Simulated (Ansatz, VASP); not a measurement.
# Two plane-wave programs on MgTe

INCAR

```
PREC = Accurate
ENCUT = 520
EDIFF = 1E-7
ISMEAR = -1
SIGMA = 0.05
LREAL = False
LASPH = True
NELM = 80
ALGO = Normal
ISIF = 2
LWAVE = False
LCHARG = False
GGA = PE
NBANDS = 16
```

KPOINTS

```
regular mesh
0
Gamma
  7 7 4
```

POSCAR

```
MgTe
1.0
    4.5200000000      0.0000000000      0.0000000000
   -2.2600000000      3.9144348251      0.0000000000
    0.0000000000      0.0000000000      7.3300000000
Te Mg
2 2
Direct
    0.6666666667      0.3333333333      0.8850000000
    0.3333333333      0.6666666667      0.3850000000
    0.6666666667      0.3333333333      0.5000000000
    0.3333333333      0.6666666667      0.0000000000
```

Contents of input.yaml:

```yaml
crystal:
  lattice:
    - [4.52, 0.0, 0.0]
    - [-2.26, 3.9144348251, 0.0]
    - [0.0, 0.0, 7.33]
  atoms:
    - { symbol: Te, position: [0.6666666667, 0.3333333333, 0.885] }
    - { symbol: Te, position: [0.3333333333, 0.6666666667, 0.385] }
    - { symbol: Mg, position: [0.6666666667, 0.3333333333, 0.5] }
    - { symbol: Mg, position: [0.3333333333, 0.6666666667, 0.0] }
hamiltonian:
  xc: pbe
  pseudopotentials: { kind: paw }
kpoints:
  mp_grid: { grid: [7, 7, 4] }
scf:
  occupations: { method: fermi_dirac, width: 0.05 }
output:
  forces: true
  stress: true
  eigenvalues: true
```

Alike in both runs: task single point; functional PBE; k mesh 7 × 7 × 4; occupations fermi-dirac, width 0.05 eV; no spin polarisation.

|  | VASP | Ansatz |
| --- | --- | --- |
| version | VASP 6.6.1 | Ansatz 0.2.0 |
| potentials or method | VASP PAW PBE potentials, release 64 (Te, Mg) | Ansatz PAW |
| plane-wave cutoff (eV) | 520 | 420 |
| valence electrons in the cell | 16 | 52 |

Ansatz gave:

| Property | Result |
| --- | --- |
| gap on the k mesh at the Fermi level (eV) | 2.56 |
| least direct gap on the mesh (eV) | 2.56 |
| pressure (GPa) | 2.4 |
| largest component of the traceless stress (GPa) | 0.92 |
| rms of the force components (eV/Å) | 0.135 |

What did VASP give for the same quantities?

gap on the k mesh at the Fermi level (eV): 2.55; least direct gap on the mesh (eV): 2.55; pressure (GPa): 2.4; largest component of the traceless stress (GPa): 0.92; rms of the force components (eV/Å): 0.136.

Atom by atom the forces differ by 0.001 eV/Å (rms over components). The two sets of potentials don't hold the same shells in valence.

Caveats: spin-orbit coupling is left out, which moves the levels of the heavy elements; odd divisions of the mesh miss points on the zone boundary, where band edges often lie, so the gap on the mesh can be too wide (Ansatz).
